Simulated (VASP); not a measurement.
## KF (Carobbiite): dielectric tensor with LDA

KF (Carobbiite):

```xyz
2
Lattice="0.0000 2.5843 2.5843 2.5843 0.0000 2.5843 2.5843 2.5843 0.0000" Properties=species:S:1:pos:R:3 pbc="T T T"
K     0.0000    0.0000    0.0000
F     2.5843    2.5843    2.5843
```

* Program: VASP 6.6.1
* Task: dielectric tensor
* Functional: LDA
* Potentials or basis: VASP PAW LDA potentials, release 64 (K_sv, F)
* Cutoff: 600 eV
* k mesh: 14 × 14 × 14
* Occupations: gaussian, width 0.03 eV
* Spin: no spin polarisation
* Monkhorst-Pack mesh: yes
* Further INCAR settings: ALGO = Fast; EDIFF = 1e-08

| Item | Value |
| --- | --- |
| Electronic dielectric tensor (diagonal) | 2.09 |
| Born charges (mean of the diagonal) | K +1.15; F -1.15 e |

Levels at points of the mesh, in eV from the valence-band top:
```tsv
k point	band 5	band 6	band 7	band 8	band 9	band 10	band 11	band 12
(0.04, 0.04, 0.04)	-8.76	-0.01	0.00	0.00	6.38	10.75	10.80	10.80
```

Electronic dielectric tensor:
```
2.09 0.00 0.00
0.00 2.09 0.00
0.00 0.00 2.09
```

Born effective charge tensors (e):
atom 1, K
```
1.15 0.00 0.00
0.00 1.15 0.00
0.00 0.00 1.15
```
atom 2, F
```
-1.15  0.00  0.00
 0.00 -1.15  0.00
 0.00  0.00 -1.15
```

Wall time 30 min on 1 thread of Intel(R) Xeon(R) 6975P-C (Granite Rapids), on a shared host, peak memory 0.91 GiB.
